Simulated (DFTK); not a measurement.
Here is a DFTK 0.8.2 calculation.

run.jl

```julia
using DFTK
using PseudoPotentialData
using Unitful, UnitfulAtomic
using LinearAlgebra, Printf
include("save.jl")
disable_threading()

# lattice vectors are the columns
lattice = austrip(1u"Å") * [      0.021768       2.006457       2.039505;
                 1.998691       0.002994       2.050514;
                 2.031315       2.050089      -0.030055]
symbols   = [:Ti]
positions = [[-0.01567, 0.00381, 0.006629]]
pseudopotentials = PseudoFamily("dojo.nc.sr.pbe.v0_4_1.standard.upf")
elements = Dict(s => ElementPsp(s, pseudopotentials) for s in unique(symbols))
atoms    = [elements[s] for s in symbols]

build_model(lattice, positions; symmetries=true) =
    model_DFT(lattice, atoms, positions;
              functionals=PBE(),
              temperature=austrip(0.05u"eV"),
              smearing=Smearing.FermiDirac(),
              symmetries)
Ecut  = 42.0  # hartree
kgrid = [11, 11, 11]
tol   = 1e-6
to_GPa = ustrip(uconvert(u"GPa", 1u"hartree/bohr^3"))

model = build_model(lattice, positions)
basis = PlaneWaveBasis(model; Ecut, kgrid)
display(basis)
scfres = self_consistent_field(basis;
                               tol,
                               nbandsalg=AdaptiveBands(model; n_bands_converge=11))
display(scfres.energies)
@printf "Fermi level: %.6f eV\n" ustrip(auconvert(u"eV", something(scfres.εF, NaN)))
forces = compute_forces_cart(scfres)
println("Forces (eV/Å)")
for (s, f) in zip(symbols, forces)
    @printf "%-3s %12.6f %12.6f %12.6f\n" s ustrip.(auconvert.(u"eV/Å", f))...
end
stress = compute_stresses_cart(scfres)
println("Stress (GPa)")
display(round.(stress * to_GPa; digits=4))
println("Levels at the first k-point (eV): ", round.(ustrip.(auconvert.(u"eV", scfres.eigenvalues[1][1:scfres.n_bands_converge])); digits=4))
save_scf!(scfres; forces, stress)
```

Potentials or basis: dojo.nc.sr.pbe.v0_4_1.standard.upf (PBE).

The run is started by

```console
$ julia --threads=1 run.jl  # save.jl only writes the numbers to a file and isn't shown; printed stress counts tension as positive; times include loading and compiling
```

Task: What does it give for the band gap on the k mesh?

Result: None (metal or under the smearing width).

Task: What does it give for the pressure?

Result: 4.4 GPa.

Stress tensor (GPa, compression positive):
```
 4.92 -1.87  0.20
-1.87  4.67  1.54
 0.20  1.54  3.49
```
